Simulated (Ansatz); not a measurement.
# Ag: equation of state with LDA

Ag:

```
Ag
1.0
     0.00000    2.04275    2.04275
     2.04275    0.00000    2.04275
     2.04275    2.04275    0.00000
Ag
1
Direct
  0.00000 0.00000 0.00000
```

* Program: Ansatz 0.2.0
* Task: equation of state
* Functional: LDA
* Potentials or basis: all-electron LAPW, scalar-relativistic
* Basis error allowed: 0.001 eV/atom
* k mesh: 11 × 11 × 11
* Occupations: fermi-dirac, width 0.05 eV
* Spin: no spin polarisation

* Equilibrium volume: 15.98 Å³/atom (rough: see the caveat)
* Bulk modulus: 142 GPa (rough)

Energy against volume, from the lowest point:
```tsv
volume (Å³/atom)	energy (meV/atom)
16.025	0.00
16.366	3.92
16.707	13.27
17.048	27.31
17.389	45.37
17.730	66.87
18.071	91.28
```

All runs of the series together: 21 s on 1 thread of Arm Neoverse V2, on a shared host.

Caveat: the minimum lies outside the volumes run.
